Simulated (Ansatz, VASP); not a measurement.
**Two plane-wave programs on MnSb4**

```
Sb Mn
1.0
     3.12104    0.00000    0.00000
     0.00000    3.12104    0.00000
     0.00000    0.00000   15.19152
Sb Mn
4 1
Direct
  0.00000 0.00000 0.81968
  0.00000 0.00000 0.60055
  0.00000 0.00000 0.39945
  0.00000 0.00000 0.18032
  0.00000 0.00000 0.00000
```

Change from the starting cell: volume scaled by 1.04.

Alike in both runs: task single point; functional PBE; k mesh 9 × 9 × 2; occupations fermi-dirac, width 0.05 eV; collinear spin, ferromagnetic start.

```csv
,VASP,Ansatz
version,VASP 6.6.1,Ansatz 0.2.0
potentials or method,"VASP PAW PBE potentials, release 64 (Sb, Mn_pv)",Ansatz PAW
plane-wave cutoff (eV),520,420
valence electrons in the cell,33,75
```

Ansatz gave:

| Quantity | Value |
| --- | --- |
| gap on the k mesh at the Fermi level (eV) | none |
| pressure (GPa) | -2.1 |
| largest component of the traceless stress (GPa) | 1.01 |
| rms of the force components (eV/Å) | 0.042 |
| net moment per atom (μB) | 0.82 |
| size of the moment on the site where the two differ most (μB) | 3.92 |

Question: Estimate VASP's values.

Answer: gap on the k mesh at the Fermi level (eV): none; pressure (GPa): -2.1; largest component of the traceless stress (GPa): 1.00; rms of the force components (eV/Å): 0.039; net moment per atom (μB): 0.82; size of the moment on the site where the two differ most (μB): 3.90.

Site moments also hang on the region over which each program counts them. Atom by atom the forces differ by 0.003 eV/Å (rms over components). A gap of «none» marks a metal or a gap that the smearing closes. The functional is the same, so the differences come from potentials, cutoffs and numerics. The two sets of potentials don't hold the same shells in valence.

Caveats: a cell with one magnetic atom can't hold antiferromagnetic order, which such compounds often take. Spin-orbit coupling is left out, which matters for the levels of Sb.
